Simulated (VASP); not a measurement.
# ZnSiP2 (I-42d) in VASP: settings compared

One crystal, ZnSiP2, is run at these levels: PBEsol, r2SCAN; tasks: single point.

All numbers are computed with VASP 6.6.1; they aren't measurements. Logs are shortened: lines on timing, memory, paths and dates and some standing lists are left out, and cuts for length are marked.

## 1. Starting point

Symmetry: I-42d, No. 122, tetragonal system. Conventional cell: a = 5.358 Å, b = 5.358 Å, c = 10.444 Å, α = 90.00°, β = 90.00°, γ = 90.00°. Zn (site symmetry -4) is surrounded by 4 P at 2.35 Å. Si (site symmetry -4) is surrounded by 4 P at 2.26 Å. P (site symmetry 2) has 2 Si at 2.26 Å and 2 Zn at 2.35 Å as nearest neighbours.

The cell is a database's computed one.

## 2. Single point, PBEsol

Input file INCAR:

```
SYSTEM = ZnSiP2
PREC = Accurate
ENCUT = 520
EDIFF = 1E-7
ISMEAR = 0
SIGMA = 0.5
LREAL = .FALSE.
LASPH = .TRUE.
NELM = 100
ALGO = Normal
ISIF = 2
LWAVE = .FALSE.
LCHARG = .TRUE.
GGA = PS
LELF = .TRUE.
LVHAR = .TRUE.
```

Input file KPOINTS:

```
Automatic mesh
0
G
  8 8 8
  0 0 0
```

Input file POSCAR:

```
ZnSiP2
1.0
   -2.6789500000      2.6789500000      5.2220000000
    2.6789500000     -2.6789500000      5.2220000000
    2.6789500000      2.6789500000     -5.2220000000
Zn Si P
2 2 4
Direct
    0.0000000000      1.0000000000      0.0000000000
    0.7500000000      0.2500000000      0.5000000000
    0.5000000000      0.5000000000      0.0000000000
    0.2500000000      0.7500000000      0.5000000000
    0.3750000000      0.3898500000      0.5148500000
    0.8750000000      0.8601500000      0.4851500000
    0.6101500000      0.1250000000      0.9851500000
    0.1398500000      0.6250000000      0.0148500000
```

Potentials or basis: VASP PAW PBE potentials, release 64 (Zn, Si, P).

Started as:

```console
$ cat potpaw_PBE.64/Zn/POTCAR potpaw_PBE.64/Si/POTCAR potpaw_PBE.64/P/POTCAR > POTCAR
$ mpirun -np 1 vasp_std > vasp.out
```

OUTCAR:

```text
SYSTEM = ZnSiP2
   PREC = Accurate
   ENCUT = 520
   EDIFF = 1E-7
   ISMEAR = 0
   LREAL = .FALSE.
   LASPH = .TRUE.
   NELM = 100
   ISIF = 2
   GGA = PS

 ion  position               nearest neighbor table
   1  0.000  0.000  0.000-   8 2.35   7 2.35   5 2.35   6 2.35
   2  0.750  0.250  0.500-   5 2.35   8 2.35   6 2.35   7 2.35
   3  0.500  0.500  0.000-   5 2.26   6 2.26   7 2.26   8 2.26
   4  0.250  0.750  0.500-   5 2.26   6 2.26   7 2.26   8 2.26
   5  0.375  0.390  0.515-   3 2.26   4 2.26   2 2.35   1 2.35
   6  0.875  0.860  0.485-   3 2.26   4 2.26   1 2.35   2 2.35
   7  0.610  0.125  0.985-   3 2.26   4 2.26   2 2.35   1 2.35
   8  0.140  0.625  0.015-   3 2.26   4 2.26   1 2.35   2 2.35

  LATTYP: Found a body centered tetragonal cell.
 ALAT       =     5.3579000000
 C/A-ratio  =     1.9492711697

  Lattice vectors:

 A1 = (  -2.6789500000,   2.6789500000,   5.2220000000)
 A2 = (   2.6789500000,  -2.6789500000,   5.2220000000)
 A3 = (   2.6789500000,   2.6789500000,  -5.2220000000)

Analysis of symmetry for initial positions (statically):
=====================================================================
 Subroutine PRICEL returns:
 Original cell was already a primitive cell.

 Routine SETGRP: Setting up the symmetry group for a
 body centered tetragonal supercell.

 Subroutine GETGRP returns: Found  8 space group operations
 (whereof  4 operations were pure point group operations)
 out of a pool of 16 trial point group operations.

The static configuration has the point symmetry S_4 .
 The point group associated with its full space group is D_2d.

Analysis of symmetry for dynamics (positions and initial velocities):
=====================================================================
 Subroutine PRICEL returns:
 Original cell was already a primitive cell.

 Routine SETGRP: Setting up the symmetry group for a
 body centered tetragonal supercell.

 Subroutine GETGRP returns: Found  8 space group operations
 (whereof  4 operations were pure point group operations)
 out of a pool of 16 trial point group operations.

The dynamic configuration has the point symmetry S_4 .
 The point group associated with its full space group is D_2d.

 Subroutine INISYM returns: Found  8 space group operations
 (whereof  4 operations are pure point group operations),
 and found     1 'primitive' translations

----------------------------------------------------------------------------------------

                                     Primitive cell

  volume of cell :     149.9084

  direct lattice vectors                    reciprocal lattice vectors
    -2.678950000  2.678950000  5.222000000     0.000000000  0.186640288  0.095748755
     2.678950000 -2.678950000  5.222000000     0.186640288  0.000000000  0.095748755
     2.678950000  2.678950000 -5.222000000     0.186640288  0.186640288  0.000000000

  length of vectors
     6.451575792  6.451575792  6.451575792     0.209767541  0.209767541  0.263949227

  position of ions in fractional coordinates (direct lattice)
     0.000000000  0.000000000  0.000000000
     0.750000000  0.250000000  0.500000000
     0.500000000  0.500000000  0.000000000
     0.250000000  0.750000000  0.500000000
     0.375000000  0.389850000  0.514850000
     0.875000000  0.860150000  0.485150000
     0.610150000  0.125000000  0.985150000
     0.139850000  0.625000000  0.014850000

  ion indices of the primitive-cell ions
   primitive index   ion index
                 1           1
                 2           2
                 3           3
                 4           4
                 5           5
                 6           6
                 7           7
                 8           8

----------------------------------------------------------------------------------------

 KPOINTS: Automatic mesh

Automatic generation of k-mesh.
 Grid dimensions read from file:
 generate k-points for:    8    8    8

 Generating k-lattice:

  Cartesian coordinates                     Fractional coordinates (reciprocal lattice)
     0.000000000  0.023330036  0.011968594     0.125000000 -0.000000000  0.000000000
     0.023330036  0.000000000  0.011968594    -0.000000000  0.125000000  0.000000000
     0.023330036  0.023330036  0.000000000     0.000000000  0.000000000  0.125000000

  Length of vectors
     0.026220943  0.026220943  0.032993653

  Shift w.r.t. Gamma in fractional coordinates (k-lattice)
     0.000000000  0.000000000  0.000000000

 Subroutine IBZKPT returns following result:
 ===========================================

 Found     59 irreducible k-points:

 Following reciprocal coordinates:
            Coordinates               Weight
  0.000000  0.000000  0.000000      1.000000
  0.125000  0.000000  0.000000      8.000000
  0.250000  0.000000  0.000000      8.000000
  0.375000  0.000000  0.000000      8.000000
  0.500000  0.000000  0.000000      4.000000
  0.125000  0.125000  0.000000      8.000000
[... 16 lines left out ...]
  0.250000  0.125000  0.125000     16.000000
  0.375000  0.125000  0.125000      8.000000
 [... further k-points ...]
   k-points           NKPTS =     59   k-points in BZ     NKDIM =     59   number of bands    NBANDS=     31
   number of dos      NEDOS =    301   number of ions     NIONS =      8
   total plane-waves  NPLWV = 110592
   dimension x,y,z NGX =    48 NGY =   48 NGZ =   48
   dimension x,y,z NGXF=    96 NGYF=   96 NGZF=   96
   ions per type =               2   2   4
   NGX,Y,Z   is equivalent  to a cutoff of  12.37, 12.37, 12.37 a.u.
   NGXF,Y,Z  is equivalent  to a cutoff of  24.74, 24.74, 24.74 a.u.
 SYSTEM =  ZnSiP2
   PREC   = accura    normal or accurate (medium, high low for compatibility)
   ISTART =      0    job   : 0-new  1-cont  2-samecut
   ICHARG =      2    charge: 1-file 2-atom 10-const
   ISPIN  =      1    spin polarized calculation?
   LNONCOLLINEAR =      F non collinear calculations
   LSORBIT =      F    spin-orbit coupling
   LASPH  =      T    aspherical Exc in radial PAW
   ENCUT  =  520.0 eV  38.22 Ry    6.18 a.u.  12.00 12.00 12.00*2*pi/ulx,y,z
   NELM   =    100;   NELMIN=  2; NELMDL= -5     # of ELM steps
   EDIFF  = 0.1E-06   stopping-criterion for ELM
   LREAL  =      F    real-space projection
   EDIFFG = 0.1E-05   stopping-criterion for IOM
   NSW    =      0    number of steps for IOM
   IBRION =     -1    ionic relax: 0-MD 1-quasi-New 2-CG
   NFREE  =      0    steps in history (QN), initial steepest desc. (CG)
   ISIF   =      2    stress and relaxation
   ISYM   =      2    0-nonsym 1-usesym 2-fastsym
   POTIM  = 0.5000    time-step for ionic-motion
   TEBEG  =    0.0;   TEEND  =   0.0 temperature during run
   PSTRESS=    0.0 pullay stress
   NELECT =      52.0000    total number of electrons
   NUPDOWN=      -1.0000    fix difference up-down
   EMIN   =  10.00;   EMAX   =-10.00  energy-range for DOS
   EFERMI =   0.00;   METHOD = LEGACY
   ISMEAR =     0;   SIGMA  =   0.50  broadening in eV -4-tet -1-fermi 0-gaus
   EFERMI_NEDOS =   21; number of points for ismear=-14 and -15
   IALGO  =     38    algorithm
   IMIX   =      4    mixing-type and parameters
     AMIX     =   0.40;   BMIX     =  1.00
     AMIX_MAG =   1.60;   BMIX_MAG =  1.00
  volume/ion in A,a.u.               =      18.74       126.45
  Fermi-wavevector in a.u.,A,eV,Ry     =   1.150272  2.173699 18.002221  1.323126
  Thomas-Fermi vector in A             =   2.286937
   LORBIT       =      0    0 simple, 1 ext, 2 COOP (PROOUT), +10 PAW based schemes
   GGA     = PS    functional components
   LHFCALC =     F    Hartree Fock is set to
   AEXX    =    0.0000 exact exchange contribution
   IVDW    =     0    specifies the selected vdW correction
   LEPSILON=     F    determine dielectric tensor
   LRPA    =     F    only Hartree local field effects (RPA)
 non-spin polarized calculation
 Gauss-broadening in eV      SIGMA  =   0.50
  energy-cutoff  :      520.00
  volume of cell :      149.91
 maximum number of plane-waves:      4058
   NGX = 23   NGY = 23   NGZ = 23

 number of electron      52.0000022 magnetization

 Free energy of the ion-electron system (eV)
  ---------------------------------------------------
  ext. energy  EPLUGINS =         0.00000000
  ---------------------------------------------------
  free energy    TOTEN  =       -40.23796270 eV

  energy without entropy =      -40.23192721  energy(sigma->0) =      -40.23494496

 E-fermi :   5.2852     XC(G=0): -10.0138

 val. band max:        4.6680463708   @ k =   0.0000   0.0000   0.0000
 cond. band min:       5.8299168094   @ k =   0.0000   0.0000   0.0000
 fundamental gap:      1.1618704386
 Fermi energy:         5.2851506868

 k-point     1 :       0.0000    0.0000    0.0000
  band No.  band energies     occupation
      1      -8.4542      2.00000
      2      -5.4799      2.00000
      3      -5.4761      2.00000
      4      -5.4761      2.00000
      5      -3.9431      2.00000
      6      -2.2376      2.00000
[... 23 lines left out ...]
     30       7.9292      0.00000
     31       7.9293      0.00000

 k-point     2 :       0.1250    0.0000    0.0000
  band No.  band energies     occupation
      1      -8.3814      2.00000
      2      -5.6606      2.00000
      3      -5.5407      2.00000
      4      -5.5045      2.00000
      5      -3.7757      2.00000
      6      -2.2653      2.00000
[... 23 lines left out ...]
     30       7.8671      0.00000
     31       8.0377      0.00000

 k-point     3 :       0.2500    0.0000    0.0000
  band No.  band energies     occupation
      1      -8.1710      2.00000
      2      -6.0793      2.00000
      3      -5.6677      2.00000
      4      -5.5854      2.00000
      5      -3.4500      2.00000
      6      -2.4217      2.00000
[... 703 lines left out ...]
     30       7.5761      0.00000
     31       8.6751      0.00000

 k-point    24 :       0.3750    0.1250    0.1250
  band No.  band energies     occupation
      1      -7.4645      2.00000
      2      -6.7963      2.00000
      3      -6.0036      2.00000
      4      -5.7693      2.00000
      5      -2.9556      2.00000
      6      -2.5875      2.00000
[... 23 lines left out ...]
     30       8.2766      0.00000
     31       8.7498      0.00000

 [... further k-points ...]

------------------------ aborting loop because EDIFF is reached ----------------------------------------

  FORCE on cell =-STRESS in cart. coord.  units (eV):
  Direction    XX          YY          ZZ          XY          YZ          ZX
  --------------------------------------------------------------------------------------
  -------------------------------------------------------------------------------------
  Total       -0.0226644     -0.0226644      0.0260300      0.0000000      0.0000000      0.0000000
  in kB       -0.2422307     -0.2422307      0.2782007      0.0000000      0.0000000      0.0000000
  external PRESSURE =      -0.0687535 kB  Pullay stress =       0.0000000 kB

 VOLUME and BASIS-vectors are now :
 -----------------------------------------------------------------------------
  energy-cutoff  :      520.00
  volume of cell :      149.91
      direct lattice vectors                 reciprocal lattice vectors
    -2.678950000  2.678950000  5.222000000     0.000000000  0.186640288  0.095748755
     2.678950000 -2.678950000  5.222000000     0.186640288  0.000000000  0.095748755
     2.678950000  2.678950000 -5.222000000     0.186640288  0.186640288  0.000000000

 POSITION                                       TOTAL-FORCE (eV/Angst)
 -----------------------------------------------------------------------------------
      0.00000      0.00000      0.00000        -0.000000     -0.000000      0.000000
      0.00000      2.67895      2.61100        -0.000000     -0.000000      0.000000
      0.00000      0.00000      5.22200        -0.000000     -0.000000     -0.000000
      2.67895      0.00000      2.61100        -0.000000     -0.000000      0.000000
      1.41904      1.33947      1.30550        -0.000755     -0.000000     -0.000000
      1.25991      1.33947      6.52750         0.000755      0.000000      0.000000
      1.33947      3.93886     -1.30550         0.000000      0.000755      0.000000
      1.33948     -1.25991      3.91650        -0.000000     -0.000755     -0.000000
 -----------------------------------------------------------------------------------
    total drift:                                0.000011      0.000011      0.000003

  FREE ENERGIE OF THE ION-ELECTRON SYSTEM (eV)
  ---------------------------------------------------
  free  energy   TOTEN  =       -40.2379627046 eV

  energy  without entropy=      -40.2319272120  energy(sigma->0) =      -40.23494496
```

Wall time 7.3 min (1 thread of Intel Xeon Platinum 8488C (Sapphire Rapids), shared host); peak memory 0.47 GiB.

Results:

```
Free energy            : -40.2380 eV
Pressure               : 0.0 GPa
Band gap on the k mesh : 1.16 eV, direct
```

Levels at points of the mesh, in eV from the valence-band top:
```tsv
k point	band 24	band 25	band 26	band 27	band 28	band 29
(0.00, 0.00, 0.00)	-0.13	-0.13	0.00	1.16	1.78	2.61
(0.50, 0.00, 0.00)	-1.82	-1.52	-0.84	2.69	2.80	2.95
(0.50, 0.50, 0.00)	-1.07	-0.58	-0.58	1.93	1.93	3.08
(0.50, 0.50, 0.50)	-1.92	-1.19	-1.19	1.37	1.37	1.58
```

Caveat: the PAW data sets were made with another functional, which shifts forces and pressure a little.

## 3. Single point, PBEsol

INCAR: that of step 2 with these lines changed.

```diff
@@ -2,6 +2,6 @@
 PREC = Accurate
-ENCUT = 520
+ENCUT = 900
 EDIFF = 1E-7
 ISMEAR = 0
-SIGMA = 0.5
+SIGMA = 0.02
 LREAL = .FALSE.
```

KPOINTS is that of step 2.

POSCAR is that of step 2.

Potentials or basis: VASP PAW PBE potentials, release 64 (Zn, Si, P_h).

Started as:

```console
$ cat potpaw_PBE.64/Zn/POTCAR potpaw_PBE.64/Si/POTCAR potpaw_PBE.64/P_h/POTCAR > POTCAR
$ mpirun -np 1 vasp_std > vasp.out
```

It took 20 min on 1 thread of Intel Xeon Platinum 8488C (Sapphire Rapids), shared host; peak memory 0.95 GiB.

It converged, with:

```
Free energy            : -40.2476 eV
Pressure               : 0.0 GPa
Largest force          : 0.005 eV/Å
Band gap on the k mesh : 1.16 eV, direct
```

Forces in eV/Å, atoms in the order of the input:
```
Zn   0.000  0.000  0.000
Zn   0.000  0.000  0.000
Si   0.000  0.000  0.000
Si   0.000  0.000  0.000
P   -0.005  0.000  0.000
P    0.005  0.000  0.000
P    0.000  0.005  0.000
P    0.000 -0.005  0.000
```

Levels at points of the mesh, in eV from the valence-band top:
```csv
k point,band 22,band 23,band 24,band 25,band 26,band 27,band 28,band 29,band 30,band 31
"(0.00, 0.00, 0.00)",-2.44,-2.44,-0.13,-0.13,0.00,1.16,1.77,2.61,3.25,3.25
"(0.50, 0.00, 0.00)",-2.77,-2.24,-1.81,-1.52,-0.84,2.69,2.80,2.95,4.12,4.22
"(0.50, 0.50, 0.00)",-1.86,-1.07,-1.07,-0.58,-0.58,1.92,1.92,3.07,3.07,3.83
"(0.50, 0.50, 0.50)",-2.23,-1.92,-1.92,-1.18,-1.18,1.37,1.37,1.58,1.58,2.44
```

Caveat: the PAW data sets were made with another functional, which shifts forces and pressure a little. A k mesh can miss the band edges.

(Part 1 of 2 ends here.)
